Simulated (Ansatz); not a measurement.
YN and the effect of the functional

```cif
data_structure
_symmetry_space_group_name_H-M 'Fm-3m'
_symmetry_Int_Tables_number 225
_cell_length_a 4.8770
_cell_length_b 4.8770
_cell_length_c 4.8770
_cell_angle_alpha 90.000
_cell_angle_beta 90.000
_cell_angle_gamma 90.000
_cell_volume 116.00
loop_
_atom_site_label
_atom_site_type_symbol
_atom_site_symmetry_multiplicity
_atom_site_Wyckoff_symbol
_atom_site_fract_x
_atom_site_fract_y
_atom_site_fract_z
_atom_site_occupancy
Y1 Y 4 a 0.00000 0.00000 0.00000 1
N1 N 4 b 0.50000 0.00000 0.00000 1
```

Kept alike: task single point; k mesh 6 × 6 × 6; occupations fermi-dirac, width 0.05 eV; no spin polarisation. Program: Ansatz, PAW datasets made for the crystal. Cutoffs run from 280 to 310 eV. The mesh is that of the run's cell of 2 atoms. No spin-orbit coupling.

| functional | band gap (eV) | pressure (GPa) |
| --- | --- | --- |
| HSE06 | 1.072 | 0.59 |
| PBE | 0.168 | 3.10 |
| PBE0 | 1.735 | 0.69 |

Pressure is positive in compression, with a Pulay correction for the finite cutoff. A gap read on the mesh alone can miss an edge between its points.

The band gap runs from 0.168 (PBE) to 1.735 eV (PBE0). From PBE: HSE06 +0.904; PBE0 +1.567. The pressure runs from 0.59 (HSE06) to 3.10 GPa (PBE). From PBE: HSE06 -2.51; PBE0 -2.41.

All three functionals make rocksalt YN a semiconductor, but the size of the gap depends strongly on the exchange treatment, rising from 0.168 eV in PBE to 1.072 eV in HSE06 and 1.735 eV in PBE0. In the ionic limit, Y gives up its three valence electrons to fill the N 2p shell, so the gap separates mainly N 2p valence states from empty Y 4d states. Nonlocal exchange probably pushes these two sets apart, more so in PBE0, where its long-range part is left unscreened. Because the cell is the same throughout, the spread is electronic and owes nothing to differences in lattice constant.

The pressure doesn't follow the gap: the two hybrids nearly agree at 0.59 and 0.69 GPa, while PBE stands apart at 3.10 GPa. Long-range exchange thus matters far more for the gap than for the stress. The positive signs mean that each functional would favour a somewhat larger cell, and how far the gaps would shift on relaxation remains open.
